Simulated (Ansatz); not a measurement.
# KCl: stress in a strained cell

KCl is deformed so: equal xx and yy strain of -2 %. What stress and forces result, by LAPW, PAW and all-electron datasets made for the crystal?

Program: Ansatz 0.2.0. Level of theory: DFT LDA, scalar-relativistic. These are calculated values, not measurements.

**1. The system as given**

Symmetry: Fm-3m, No. 225, cubic system. Conventional cell: a = 6.312 Å, b = 6.312 Å, c = 6.312 Å, α = 90.00°, β = 90.00°, γ = 90.00°. K (site symmetry m-3m) is surrounded by 6 Cl at 3.16 Å. Around Cl (site symmetry m-3m) lie 6 K at 3.16 Å.

Structure file:

```xyz
2
Lattice="0.0000 3.1561 3.1561 3.1561 0.0000 3.1561 3.1561 3.1561 0.0000" Properties=species:S:1:pos:R:3 pbc="T T T"
K     0.0000    0.0000    0.0000
Cl    3.1561    3.1561    3.1561
```

Atoms are numbered in the order of the input: K1, Cl2.

**2. The deformed structure**

Space group Fm-3m before, I4/mmm after.

**3. LAPW, all electrons**

The input, input.yaml:

```yaml
crystal:
  lattice:
    - [0.0, 3.092978, 3.1561]
    - [3.092978, 0.0, 3.1561]
    - [3.092978, 3.092978, 0.0]
  atoms:
    - { symbol: K, position: [0.0, 0.0, 0.0] }
    - { symbol: Cl, position: [0.5, 0.5, 0.5] }
kpoints:
  mp_grid: { grid: [7, 7, 7] }
  band_path:
    path:
      - [0.0, 0.0, 0.0]
      - [0.0, 0.5, 0.5]
      - [0.25, 0.75, 0.5]
      - [0.0, 0.5, 0.0]
      - [0.0, 0.0, 0.0]
      - [0.5, 0.5, 0.0]
      - [0.37005, 0.62995, 0.0]
      - [-0.37005, 0.37005, 0.0]
      - [0.0, 0.0, 0.0]
    npoints: 5
scf:
  occupations: { method: fermi_dirac, width: 0.03 }
hamiltonian:
  xc: lda
  pseudopotentials: { kind: all_electron, lapw: { basis_error: 0.001 } }
output:
  forces: true
  stress: true
  eigenvalues: true
```

The run is started by

```bash
ansatz run input.yaml --threads 1 --pin off --max-ram 3072MiB --backend cpu --events-out ev --progress --plain --runs-dir out
```

**4. PAW on the default files**

The input, input.yaml:

```yaml
crystal:
  lattice:
    - [0.0, 3.092978, 3.1561]
    - [3.092978, 0.0, 3.1561]
    - [3.092978, 3.092978, 0.0]
  atoms:
    - { symbol: K, position: [0.0, 0.0, 0.0] }
    - { symbol: Cl, position: [0.5, 0.5, 0.5] }
kpoints:
  mp_grid: { grid: [7, 7, 7] }
scf:
  occupations: { method: fermi_dirac, width: 0.03 }
hamiltonian:
  xc: lda
  pseudopotentials: { kind: paw }
output:
  forces: true
  stress: true
  eigenvalues: true
  efg: { contact_densities: true }
```

**5. All-electron PAW on datasets made for the crystal**

Changes to input.yaml since step 4:

```diff
@@ -14,3 +14,3 @@
   xc: lda
-  pseudopotentials: { kind: paw }
+  pseudopotentials: { kind: all_electron, datasets: crystal }
 output:
```

(Steps that only read results are left out.)

What does the calculation give? Wanted: pressure; largest shear or deviatoric stress.

The runs gave:

| quantity | value |
| --- | --- |
| pressure | LAPW -1.46, PAW -1.47, crystal datasets -1.46 GPa |
| largest shear or deviatoric stress (LAPW) | 0.44 GPa |

The largest part of the stress beyond the pressure is 0.44 GPa in size, in the zz component; the atoms are carried along and not relaxed. No run of the undeformed cell stands beside it, so the pressure holds what the given cell had before the change. PAW: stress within 0.01 GPa of LAPW. Crystal datasets: stress within 0.01 GPa of LAPW.
